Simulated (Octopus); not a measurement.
# Al2Pt (Fm-3m) in Octopus: equation of state, part 2 of 2

Octopus 16.4. The steps go on from the part before.

## 6. Equation of state, PBEsol, 17.89 Å³/atom (volume scaled by 1.04)

File inp:

```
CalculationMode = gs
UnitsOutput = eV_Angstrom
PeriodicDimensions = 3
ExperimentalFeatures = yes
PseudopotentialSet = pseudodojo_pbesol
%LatticeParameters
 1*angstrom | 1*angstrom | 1*angstrom
%
%LatticeVectors
 0 | 2.9938860383 | 2.9938860383
 2.9938860383 | 0 | 2.9938860383
 2.9938860383 | 2.9938860383 | 0
%
%ReducedCoordinates
 "Pt" | 0 | 0 | 0
 "Al" | 0.75 | 0.75 | 0.75
 "Al" | 0.25 | 0.25 | 0.25
%
%Spacing
 0.13231232*angstrom | 0.13231232*angstrom | 0.13231232*angstrom
%
DerivativesOrder = 8
%KPointsGrid
 8 | 8 | 8
%
KPointsUseSymmetries = yes
XCFunctional = gga_x_pbe_sol + gga_c_pbe_sol
SmearingFunction = fermi_dirac
Smearing = 0.05*eV
ExtraStates = 9
Eigensolver = chebyshev_filter
ConvRelDens = 3e-7
MaximumIter = 120
```

Potentials or basis: pseudodojo_pbesol (PseudoDojo 0.4, PBEsol).

On the command line:

```sh
$ OMP_NUM_THREADS=1 octopus > out.log
```

out.log:

```text
Running octopus

[... 13 lines left out ...]

Input: [AllElectronType = no]
Input: [PseudopotentialSet = pseudodojo_pbesol]
Reading Coordinates from ReducedCoordinates block

****************************** Species *******************************
  Species 'Pt'
    type             : pseudopotential
    file             : 'Pt.upf'
    file format      : UPF2
    valence charge   : 18.0
    atomic number    :  78
    form on file     : kleinman-bylander
    lmax             : 3
    llocal           : -1
    projectors per l : 2
    total projectors : 8
    application form : kleinman-bylander
    orbitals         : 10
    bound orbitals   : 10

  Species 'Al'
    type             : pseudopotential
    file             : 'Al.upf'
    file format      : UPF2
    valence charge   : 3.0
    atomic number    :  13
    form on file     : kleinman-bylander
[... 351 lines left out ...]

*********************** SCF CYCLE ITER #    2 ************************
 etot  = -3.69347703E+03 abs_ev   =  2.24E+01 rel_ev   =  5.18E-02
 ediff =        3.15E+00 abs_dens =  8.24E-01 rel_dens =  3.43E-02
Matrix vector products: 725
Converged eigenvectors: 0
[... 163 lines left out ...]
*********************** SCF CYCLE ITER #   16 ************************
 etot  = -3.68144158E+03 abs_ev   =  3.59E-05 rel_ev   =  8.34E-08
 ediff =        4.63E-06 abs_dens =  1.15E-06 rel_dens =  4.80E-08
Matrix vector products: 725
Converged eigenvectors: 0

#  State  KPoint  Eigenvalue [eV]  Occupation    Error
      1       1      -92.604669    2.000000   ( 5.4E-08)
      1       2      -92.604666    2.000000   ( 3.4E-08)
      1       3      -92.604665    2.000000   ( 3.4E-08)
      1       4      -92.604662    2.000000   ( 3.7E-08)
      1       5      -92.604660    2.000000   ( 3.6E-08)
      1       6      -92.604659    2.000000   ( 5.5E-08)
      1      10      -92.604656    2.000000   ( 3.5E-08)
      1       7      -92.604655    2.000000   ( 3.5E-08)
[... 23 lines left out ...]
     21      19       18.691967    0.000000   ( 2.4E-02)
     21      11       18.741231    0.000000   ( 3.0E-02)
     21      23       18.770804    0.000000   ( 1.2E-02)
     21      21       18.787671    0.000000   ( 1.9E-02)
     21      25       19.003490    0.000000   ( 3.6E-02)
     21      27       19.037342    0.000000   ( 1.7E-02)
     21      18       19.114754    0.000000   ( 2.2E-02)
     21      12       19.529238    0.000000   ( 7.9E-03)

Density of states:

----------------------------%-----------------------------------------
----------------------------%-----------------------------------------
----------------------------%-----------------------------%%----------
----------------------------%-----------------------------%%----------
----------------------------%-----------------------------%%----------
----------------------------%-----------------------------%%----%%-%--
----------------------------%----------------------------%%%---%%%%%--
%---------------------------%----------------------------%%%%%-%%%%%%-
%---------------------------%---------------------------%%%%%%-%%%%%%-
%---------------------------%---------------------------%%%%%%%%%%%%%%
                                                             ^

Fermi energy =     6.272339 eV

**********************************************************************

Info: SCF converged in   16 iterations

** Warning:
**   Some of the states are not fully converged!

Info: Number of matrix-vector products:      11600
Info: Finished writing information to 'restart/gs'.

Octopus emitted 20 warnings.
```

static/info:

```text
**

********************** Brillouin zone sampling ***********************
Dimensions of the k-point grid      =  8  8  8
Total number of k-points            = 512
Number of symmetry-reduced k-points = 29

List of k-points:
[... 717 lines left out ...]
      abs_evsum =  3.58964511E-05 ( 0.00000000E+00) [eV]
      rel_evsum =  8.33845747E-08 ( 0.00000000E+00)

Forces on the ions [eV/A]
 Ion                        x              y              z
   1        Pt   0.00000000E+00   0.00000000E+00   0.00000000E+00
   2        Al  -2.83568892E-23  -5.67137783E-23   2.83568892E-23
   3        Al   2.83568892E-23   5.67137783E-23  -2.83568892E-23
 ----------------------------------------------------------
 Max abs force   2.83568892E-23   5.67137783E-23   2.83568892E-23
   Total force   0.00000000E+00   0.00000000E+00   0.00000000E+00
```

Wall time 7.6 min (1 thread of Arm Neoverse V2, shared host); peak memory 1.1 GiB.

What came out:

```
Free energy            : -3681.4545 eV
Band gap on the k mesh : none (metal or under the smearing width)
```

## 7. Equation of state, PBEsol, 16.17 Å³/atom (volume scaled by 0.94)

inp: that of step 6 with these lines changed.

```diff
@@ -9,5 +9,5 @@
 %LatticeVectors
- 0 | 2.9938860383 | 2.9938860383
- 2.9938860383 | 0 | 2.9938860383
- 2.9938860383 | 2.9938860383 | 0
+ 0 | 2.8946769513 | 2.8946769513
+ 2.8946769513 | 0 | 2.8946769513
+ 2.8946769513 | 2.8946769513 | 0
 %
@@ -19,3 +19,3 @@
 %Spacing
- 0.13231232*angstrom | 0.13231232*angstrom | 0.13231232*angstrom
+ 0.12792786*angstrom | 0.12792786*angstrom | 0.12792786*angstrom
 %
@@ -33 +33,6 @@
 MaximumIter = 120
+%Output
+ density | cube
+ elf | cube
+ potential | cube
+%
```

On the command line:

```sh
$ OMP_NUM_THREADS=1 octopus > out.log
```

Run time: 7 min. Hardware: 1 thread of Arm Neoverse V2, shared host; peak memory 1.1 GiB.

It converged, with:

```yaml
Free_energy: -3681.4304 eV
Band_gap_on_the_k_mesh: none (metal or under the smearing width)
```

## 8. Equation of state, PBEsol

This step only gathers the single runs of the series.

Results:

```yaml
Equilibrium_volume: "17.05 Å³/atom (rough: see the caveat)"
Bulk_modulus: 141 GPa (rough)
```

Energy against volume, from the lowest point:
```
volume (Å³/atom)  energy (meV/atom)
          16.170              22.96
          16.514               7.26
          16.858               0.41
          17.202               0.00
          17.546               4.89
          17.890              14.91
```

Caveat: the fit is doubtful: noisy points or a state that changes with volume; the number of grid points is fixed, so the spacing changes with the cell, which shifts volumes and moduli. Spin-orbit coupling is left out, which matters for the levels of Pt.
